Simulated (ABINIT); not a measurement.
A run of ABINIT 10.8.3 (patched build):

The input run.abi:

```
# Datasets
ndtset 3

# Pseudopotentials
pp_dirpath "./"
pseudos "Se.upf, Mg.upf"

# Structure
acell 3.8544390642 3.8544390642 3.8544390642 Angstrom
rprim
     0.0000000000     0.7071067812     0.7071067812
     0.7071067812     0.0000000000     0.7071067812
     0.7071067812     0.7071067812     0.0000000000
ntypat 2
znucl 34 12
natom 2
typat 1 2
xred
            1/2            1/2            1/2
            0.0            0.0            0.0

# Plane-wave basis
ecut 43.0

# k points
kptopt 1
ngkpt 6 6 6
nshiftk 1
shiftk 0.0 0.0 0.0
istwfk *1

# Exchange and correlation
ixc 11

# Bands and occupations
occopt 1

# SCF cycle
nstep 80
diemac 6.0

# Output
iomode 3
prteig 0
prtebands 0

# Dataset 1: ground state
nband1 13
tolvrs1 1.0e-12
prtden1 1
prtwf1 0

# Dataset 2: empty bands at fixed density
iscf2 -2
getden2 1
nband2 25
nbdbuf2 4
tolwfr2 1.0e-12
nstep2 120
prtden2 0

# Dataset 3: self-energy
optdriver3 4
getwfk3 2
nband3 21
ecutsigx3 43.0
ecutwfn3 43.0
symsigma3 1
gwcalctyp3 15
ixc_sigma3 42
getden3 1
fftgw3 01
gw_qprange3 -17
```

Potentials or basis: PseudoDojo NC SR PBE v0.4.1 standard.

Command:

```bash
$ abinit run.abi > log 2>&1
```

Hardware: 1 thread of Arm Neoverse N1 (shared host).

Question: Estimate the wall time of this run.

Answer: It took 14 min on 1 thread of Arm Neoverse N1, with other jobs on the host, peak memory 0.7 GiB. Counts: scf iterations 11, mpi ranks 1, k points 16, bands 25, plane waves 3708.
